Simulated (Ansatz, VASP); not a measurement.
# GaSb in two plane-wave programs, part 2 of 2

One calculation is typed for both programs; each brings its own data sets. How far apart do they land? The cell is taken from a series of runs on this material, whose earlier steps may have relaxed, scaled, displaced or heated it; both programs get it as it stands.

VASP 6.6.1 and Ansatz 0.2.0.

So far: The structure; Ansatz: zone-centre phonons, PBEsol.

**3. VASP: zone-centre phonons, PBEsol**

Level of this step: PBEsol; plane waves and PAW (Ga_d, Sb) (VASP).

The same cell, functional, mesh and smearing now go to VASP, with its own data sets.

Lines of VASP's logs that name or quote its potential files are left out, and so is its time.

Contents of INCAR:

```
SYSTEM = GaSb
PREC = Accurate
ENCUT = 500
EDIFF = 1E-08
NELM = 120
ISMEAR = 1
SIGMA = 0.2
LREAL = .FALSE.
ALGO = Normal
GGA = PS
NBANDS = 15
LORBIT = 11
LWAVE = .FALSE.
LCHARG = .FALSE.
ISIF = 2
IBRION = 8
LASPH = .TRUE.
GGA_COMPAT = .FALSE.
KPAR = 2
```

Contents of POSCAR:

```
GaSb
1.0
   -0.0317585324      3.0264114918      3.0823270280
    3.0264114918     -0.0317585324      3.0823270280
    2.9946529594      2.9946529594      0.0000000000
Ga Sb
1 1
Direct
    0.0015776742      0.0015776742      0.9984223258
    0.7484223258      0.7484223258      0.7515776742
```

Contents of KPOINTS:

```
Automatic mesh
0
Gamma
12 12 12
0 0 0
```

Potentials, in the order of the species: Ga_d and Sb (PBE family, release 64).

The run is started by

```bash
> mpirun -np 2 vasp_std
```

Numbers of over 12 decimals in the logs are rounded to 6 here.

Log:

```text
[banner, memory and clock lines left out]
running    2 mpi-ranks, on    1 nodes
 distrk:  each k-point on    1 cores,    2 groups
 distr:  one band on    1 cores,    1 groups

 POSCAR found type information on POSCAR GaSb
 POSCAR found :  2 types and       2 ions
|                                                                             |
|               ----> ADVICE to this user running VASP <----                  |
|                                                                             |
|     You enforced a specific xc type in the INCAR file but a different       |
|     [... a line on the potential file left out ...]
|     I HOPE YOU KNOW WHAT YOU ARE DOING!                                     |
|                                                                             |

 LDA part: xc-table for (Slater+PW92), standard interpolation
 POSCAR, INCAR and KPOINTS ok, starting setup
 FFT: planning ... GRIDC
 FFT: planning ... GRID_SOFT
 FFT: planning ... GRID
 WAVECAR not read
 entering main loop
       N       E                     dE             d eps       ncg     rms          rms(c)
DAV:   1     0.792835206582E+02    0.79284E+02   -0.84945E+03  8504   0.145E+03
DAV:   2    -0.221210962088E+01   -0.81496E+02   -0.78610E+02  9730   0.299E+02
DAV:   3    -0.814448478859E+01   -0.59324E+01   -0.59116E+01 10052   0.665E+01
DAV:   4    -0.824872503347E+01   -0.10424E+00   -0.10422E+00 10401   0.995E+00
DAV:   5    -0.825128598504E+01   -0.25610E-02   -0.25609E-02 10791   0.137E+00    0.318E+00
DAV:   6    -0.817502040397E+01    0.76266E-01   -0.88293E-02 11093   0.529E+00    0.187E+00
DAV:   7    -0.814811820904E+01    0.26902E-01   -0.46444E-02 10437   0.202E+00    0.365E-01
DAV:   8    -0.814816934399E+01   -0.51135E-04   -0.50354E-03 11129   0.896E-01    0.105E-01
DAV:   9    -0.814844399806E+01   -0.27465E-03   -0.45591E-04  9499   0.175E-01    0.380E-02
DAV:  10    -0.814843732842E+01    0.66696E-05   -0.20845E-05 11063   0.404E-02    0.105E-02
DAV:  11    -0.814844696608E+01   -0.96377E-05   -0.12356E-05  9576   0.248E-02    0.449E-03
DAV:  12    -0.814844707770E+01   -0.11163E-06   -0.46218E-07 11109   0.657E-03    0.927E-04
DAV:  13    -0.814844706053E+01    0.17170E-07   -0.45753E-08  9682   0.142E-03    0.481E-04
DAV:  14    -0.814844710047E+01   -0.39939E-07   -0.38675E-09  8652   0.821E-04    0.817E-05
DAV:  15    -0.814844710757E+01   -0.71050E-08   -0.71844E-10  5964   0.342E-04
   1 F= -.81484471E+01 E0= -.81485871E+01  d E =0.419907E-03
 Linear response reoptimize wavefunctions to high precision
DAV:   1    -0.814844710510E+01    0.24729E-08   -0.16563E-10  6832   0.161E-04
DAV:   2    -0.814844710510E+01    0.45475E-12   -0.45565E-11  5313   0.690E-05
 Linear response DOF=           4
 Linear response progress:
  Degree of freedom:   1/  4
       N       E                     dE             d eps       ncg     rms          rms(c)
RMM:   1    -0.165922397390E+00   -0.16592E+00    0.73349E-02 32485   0.809E+00
RMM:   2    -0.164869736315E+00    0.10527E-02   -0.28250E-02 49366   0.136E+00    0.390E-02
RMM:   3    -0.164885700792E+00   -0.15964E-04   -0.36025E-03 51129   0.428E-01    0.263E-02
RMM:   4    -0.164797301836E+00    0.88399E-04   -0.19200E-03 55747   0.199E-01    0.128E-02
RMM:   5    -0.164757580633E+00    0.39721E-04   -0.91698E-05 54153   0.527E-02    0.459E-03
RMM:   6    -0.164763190674E+00   -0.56100E-05   -0.12854E-05 54634   0.218E-02    0.404E-04
RMM:   7    -0.164757996545E+00    0.51941E-05   -0.34928E-06 53380   0.946E-03    0.578E-04
RMM:   8    -0.164761314376E+00   -0.33178E-05   -0.78537E-07 53770   0.435E-03    0.166E-04
RMM:   9    -0.164762832959E+00   -0.15186E-05   -0.33041E-07 54077   0.202E-03    0.797E-05
RMM:  10    -0.164763717847E+00   -0.88489E-06    0.48916E-09 54577   0.999E-04    0.193E-05
RMM:  11    -0.164763741765E+00   -0.23919E-07   -0.78239E-08 54228   0.486E-04    0.112E-05
RMM:  12    -0.164763762011E+00   -0.20245E-07   -0.70284E-08 54881   0.242E-04    0.915E-06
RMM:  13    -0.164763869947E+00   -0.10794E-06   -0.48408E-08 53248   0.125E-04    0.762E-07
RMM:  14    -0.164763847366E+00    0.22581E-07   -0.81263E-09 54131   0.671E-05    0.388E-06
RMM:  15    -0.164763881808E+00   -0.34442E-07    0.23908E-08 52820   0.378E-05    0.816E-07
RMM:  16    -0.164763876678E+00    0.51307E-08    0.76945E-09 50226   0.225E-05    0.603E-07
 first order change of Fermi-energy   0.46057E-05
 force on displaced ion       1 direction 1 :  -8.132  -0.083  -0.000
 Linear response progress:
  Degree of freedom:   2/  4
       N       E                     dE             d eps       ncg     rms          rms(c)
RMM:   1    -0.166132801479E+00   -0.16613E+00    0.63227E-02 10468   0.800E+00
RMM:   2    -0.164939738211E+00    0.11931E-02   -0.27344E-02 15756   0.133E+00    0.387E-02
RMM:   3    -0.164984245206E+00   -0.44507E-04   -0.33741E-03 16479   0.408E-01    0.268E-02
RMM:   4    -0.164875299521E+00    0.10895E-03   -0.15802E-03 17704   0.185E-01    0.124E-02
RMM:   5    -0.164845206246E+00    0.30093E-04   -0.63686E-05 17264   0.497E-02    0.440E-03
RMM:   6    -0.164853212301E+00   -0.80061E-05   -0.92696E-06 17266   0.205E-02    0.400E-04
RMM:   7    -0.164851929138E+00    0.12832E-05   -0.54232E-06 17017   0.885E-03    0.417E-04
RMM:   8    -0.164852865318E+00   -0.93618E-06   -0.32178E-07 16846   0.420E-03    0.101E-04
RMM:   9    -0.164853731813E+00   -0.86650E-06   -0.81625E-08 17062   0.192E-03    0.470E-05
RMM:  10    -0.164854494431E+00   -0.76262E-06   -0.14391E-07 17269   0.977E-04    0.171E-05
RMM:  11    -0.164854461657E+00    0.32774E-07   -0.14286E-08 17554   0.463E-04    0.761E-06
RMM:  12    -0.164854383779E+00    0.77877E-07   -0.22048E-08 16903   0.229E-04    0.123E-05
RMM:  13    -0.164854502917E+00   -0.11914E-06    0.35523E-09 17083   0.119E-04    0.104E-06
RMM:  14    -0.164854483039E+00    0.19877E-07   -0.91032E-09 17195   0.618E-05    0.382E-06
RMM:  15    -0.164854496002E+00   -0.12963E-07   -0.36738E-09 17088   0.342E-05    0.228E-06
RMM:  16    -0.164854516947E+00   -0.20945E-07    0.38336E-09 16768   0.214E-05    0.291E-07
RMM:  17    -0.164854510921E+00    0.60266E-08    0.69916E-10 13815   0.142E-05    0.856E-07
 first order change of Fermi-energy   0.22306E+01
 force on displaced ion       1 direction 3 :   0.000   0.000  -8.224
 Linear response progress:
  Degree of freedom:   3/  4
       N       E                     dE             d eps       ncg     rms          rms(c)
RMM:   1    -0.283982766491E-01   -0.28398E-01    0.47131E-03 52891   0.137E+00
RMM:   2    -0.256568679010E-01    0.27414E-02   -0.35656E-03 47669   0.384E-01    0.661E-02
RMM:   3    -0.255999365429E-01    0.56931E-04   -0.20297E-04 52630   0.103E-01    0.359E-02
RMM:   4    -0.256484296006E-01   -0.48493E-04   -0.41268E-05 52730   0.445E-02    0.447E-03
RMM:   5    -0.256589699123E-01   -0.10540E-04   -0.57989E-06 54998   0.155E-02    0.278E-03
RMM:   6    -0.256526211967E-01    0.63487E-05   -0.98435E-07 52442   0.531E-03    0.813E-04
RMM:   7    -0.256514428152E-01    0.11784E-05   -0.83366E-08 54550   0.165E-03    0.257E-04
RMM:   8    -0.256507274003E-01    0.71541E-06   -0.15776E-08 52453   0.556E-04    0.715E-05
RMM:   9    -0.256506506404E-01    0.76760E-07   -0.21616E-09 53224   0.204E-04    0.178E-05
RMM:  10    -0.256506665979E-01   -0.15957E-07   -0.79562E-10 52111   0.809E-05    0.354E-06
RMM:  11    -0.256506666861E-01   -0.88165E-10    0.32876E-11 53070   0.286E-05    0.377E-06
 first order change of Fermi-energy   0.10947E-03
 force on displaced ion       2 direction 1 :  -8.159  -0.081  -0.000
 Linear response progress:
  Degree of freedom:   4/  4
       N       E                     dE             d eps       ncg     rms          rms(c)
RMM:   1    -0.285928035942E-01   -0.28593E-01    0.38342E-03 16569   0.138E+00
RMM:   2    -0.256599459079E-01    0.29329E-02   -0.36321E-03 15453   0.384E-01    0.671E-02
RMM:   3    -0.256125950228E-01    0.47351E-04   -0.20312E-04 16817   0.102E-01    0.365E-02
RMM:   4    -0.256694109481E-01   -0.56816E-04   -0.41330E-05 16939   0.442E-02    0.441E-03
RMM:   5    -0.256799682831E-01   -0.10557E-04   -0.58514E-06 17704   0.152E-02    0.283E-03
RMM:   6    -0.256728332714E-01    0.71350E-05   -0.76154E-07 16587   0.500E-03    0.713E-04
RMM:   7    -0.256717003540E-01    0.11329E-05   -0.64177E-08 17636   0.160E-03    0.234E-04
RMM:   8    -0.256712450247E-01    0.45533E-06   -0.13289E-08 16778   0.536E-04    0.838E-05
RMM:   9    -0.256711687955E-01    0.76229E-07   -0.51197E-10 16885   0.202E-04    0.156E-05
RMM:  10    -0.256711807278E-01   -0.11932E-07   -0.55447E-10 16692   0.770E-05    0.111E-05
RMM:  11    -0.256711785016E-01    0.22262E-08   -0.97140E-11 17126   0.283E-05    0.304E-06
 first order change of Fermi-energy  -0.22299E+01
 force on displaced ion       2 direction 3 :   0.000   0.000  -8.231
 Linear response finished
```

From OUTCAR (step 3):

```text
ion  position               nearest neighbor table
   1  0.002  0.002  0.998-   2 2.63   2 2.63   2 2.64   2 2.64
   2  0.748  0.748  0.752-   1 2.63   1 2.63   1 2.64   1 2.64

  LATTYP: Found a body centered orthorhombic cell.
 ALAT       =     4.2350788298
 B/A-ratio  =     1.0212101588
 C/A-ratio  =     1.4556173105

 Subroutine GETGRP returns: Found  4 space group operations
 (whereof  4 operations were pure point group operations)

The static configuration has the point symmetry C_2v.

 Found    280 irreducible k-points:

   k-points           NKPTS =    280   k-points in BZ     NKDIM =    280   number of bands    NBANDS=     15

   dimension x,y,z NGX =    32 NGY =   32 NGZ =   32
   dimension x,y,z NGXF=    64 NGYF=   64 NGZF=   64

   ENCUT  =  500.0 eV  36.75 Ry    6.06 a.u.   7.88  7.88  7.72*2*pi/ulx,y,z

   NELECT =      18.0000    total number of electrons

 k-points in reciprocal lattice and weights: Automatic mesh
   0.00000000  0.00000000  0.00000000       0.001
   0.08333333  0.00000000  0.00000000       0.002
   0.16666667  0.00000000  0.00000000       0.002
   0.25000000  0.00000000  0.00000000       0.002
   0.33333333  0.00000000  0.00000000       0.002
   0.41666667  0.00000000  0.00000000       0.002
   0.50000000  0.00000000  0.00000000       0.001
   0.08333333  0.08333333  0.00000000       0.001
   0.16666667  0.08333333  0.00000000       0.002
[...]
0.25000000  0.25000000  0.50000000       0.001
  -0.25000000  0.25000000  0.50000000       0.001

 average (electrostatic) potential at core
       1 -65.4273       2 -87.3627

  Total        0.3308897      0.3308897      0.0313719      0.3003043      0.0000000      0.0000000
  in kB        9.3902459      9.3902459      0.8902962      8.5222710      0.0000000      0.0000000
  external PRESSURE =       6.5569293 kB  Pullay stress =       0.0000000 kB

  energy-cutoff  :      500.00
  volume of cell :       56.46
      direct lattice vectors                 reciprocal lattice vectors
    -0.031758532  3.026411492  3.082327028    -0.163496469  0.163496469  0.162215104
     3.026411492 -0.031758532  3.082327028     0.163496469 -0.163496469  0.162215104
     2.994652959  2.994652959  0.000000000     0.166964255  0.166964255 -0.162215104

 POSITION                                       TOTAL-FORCE (eV/Angst)
 -----------------------------------------------------------------------------------
      2.99465      2.99465      0.00973         0.000000      0.000000     -0.000736
      4.49198      4.49198      4.61376        -0.000000     -0.000000      0.000736
 -----------------------------------------------------------------------------------
    total drift:                               -0.000001     -0.000001      0.001106

 Eigenvectors and eigenvalues of the dynamical matrix
 ----------------------------------------------------

   1 f  =    6.734307 THz    42.312902 2PiTHz  224.632319 cm-1    27.850845 meV
             X         Y         Z           dx          dy          dz
      2.994653  2.994653  0.009726    -0.000000   -0.000000    0.797296
      4.491979  4.491979  4.613765     0.000000    0.000000   -0.603589

   2 f  =    6.733186 THz    42.305853 2PiTHz  224.594899 cm-1    27.846206 meV
             X         Y         Z           dx          dy          dz
      2.994653  2.994653  0.009726     0.563547    0.563547    0.000000
      4.491979  4.491979  4.613765    -0.427101   -0.427101    0.000000

   3 f  =    6.665400 THz    41.879944 2PiTHz  222.333815 cm-1    27.565867 meV
             X         Y         Z           dx          dy          dz
      2.994653  2.994653  0.009726    -0.563482    0.563482   -0.000000
      4.491979  4.491979  4.613765     0.427186   -0.427186    0.000000

   4 f/i=    0.001254 THz     0.007879 2PiTHz    0.041827 cm-1     0.005186 meV
             X         Y         Z           dx          dy          dz
      2.994653  2.994653  0.009726     0.000000    0.000000   -0.603589
      4.491979  4.491979  4.613765    -0.000000    0.000000   -0.797296

   5 f/i=    0.004830 THz     0.030345 2PiTHz    0.161097 cm-1     0.019973 meV
             X         Y         Z           dx          dy          dz
      2.994653  2.994653  0.009726    -0.427101   -0.427101    0.000000
      4.491979  4.491979  4.613765    -0.563547   -0.563547    0.000000

   6 f/i=    0.005791 THz     0.036387 2PiTHz    0.193172 cm-1     0.023950 meV
             X         Y         Z           dx          dy          dz
      2.994653  2.994653  0.009726    -0.427186    0.427186   -0.000000
      4.491979  4.491979  4.613765    -0.563482    0.563482    0.000000

 ELASTIC MODULI CONTR FROM IONIC RELAXATION (kBar)
 Direction    XX          YY          ZZ          XY          YZ          ZX
 --------------------------------------------------------------------------------
 XX          -0.1550     -0.1550     -0.3460     -5.2669      0.0000      0.0000
 YY          -0.1550     -0.1550     -0.3460     -5.2669      0.0000      0.0000
 ZZ          -0.3460     -0.3460     -0.7723    -11.7561      0.0000      0.0000
 XY          -5.2669     -5.2669    -11.7561   -178.9433      0.0000      0.0000
 YZ           0.0000      0.0000      0.0000      0.0000   -184.7175    -20.3145
 ZX           0.0000      0.0000      0.0000      0.0000    -20.3145   -174.2392
 --------------------------------------------------------------------------------
```

The gap is under twice the smearing width, so the edge states are partly filled and the run can't tell a small gap from a semimetal. Methfessel-Paxton smearing is not meant for a cell with a gap.

**4. Side by side**

Known differences besides the potentials themselves: the data sets hold 28 valence electrons in Ansatz (on its PAW soft_1 files) and 18 in VASP; the cutoff is 420 eV in Ansatz and 500 eV in VASP; Ansatz makes its cores anew for this functional, VASP keeps those of its PBE data sets. Total energies have different zeros and are not compared.

The two programs side by side:

```tsv
quantity	Ansatz	VASP	difference
optical mode 1 (cm⁻¹)	221.2	222.3	-0.50 %
optical mode 2 to 3 (cm⁻¹)	223.5	224.6	-0.47 %
```

Modes are paired by rising frequency, not by their patterns, so a pair may set unlike modes beside each other; they are those without the splitting of longitudinal modes.

**5. What came out**

```
r.m.s. difference of the optical zone-centre modes, each program's sorted by frequency (zone-centre phonons, PBEsol) : 1.1 cm⁻¹
```

The r.m.s. difference of the optical zone-centre modes, each program's sorted by frequency is 1.1 cm⁻¹ (zone-centre phonons, PBEsol). The data sets hold unlike numbers of valence electrons (28 in Ansatz and 18 in VASP), so part of the differences comes from the potentials. Such differences can come from data sets, numerical settings and the points named under the comparisons, not from the functional's error against experiment.

[Lines on the potential files, build, host, timing and source positions are cut from VASP's logs without a mark.]

[Logs are printed without paths, hosts, clocks, repeated set-up lines and the standing remarks that a program may print on its own settings, such as how far it seeks lower states.]

[Hosts, paths, dates, database ids (printed as entryN), source tags and the programs' standing remarks are cut or masked in the printed files.]
